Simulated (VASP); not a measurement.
Here is the system:

```xyz
2
Lattice="0.0000 3.0143 3.0143 3.0143 0.0000 3.0143 3.0143 3.0143 0.0000" Properties=species:S:1:pos:R:3 pbc="T T T"
Na     0.0000     0.0000     0.0000
Br     3.0143     3.0143     3.0143
```

Computed with PBE GGA, VASP's PBE PAW potentials (set 64) (plane waves; VASP 6.6.1). Numerical set-up: PREC = Normal, EDIFF = 1E-5, 400 eV cut-off, 9×9×9 Γ-centred mesh, Gaussian smearing of 0.050 eV, potentials Na_pv Br.

Task: What does the run give for the energy per atom (σ→0), band gap (on the k-mesh) with the smallest direct gap where there is one?

Result: 
```
Property                                      Value
-----------------------------------  --------------
band gap (on the k-mesh)                    4.07 eV
smallest direct gap (on the k-mesh)         4.07 eV
energy per atom (σ→0)                -3.060 eV/atom
```

Total energies compare only between runs with the same potentials, cut-off and functional.

The compound is NaBr in the rock salt structure. It was relaxed first.
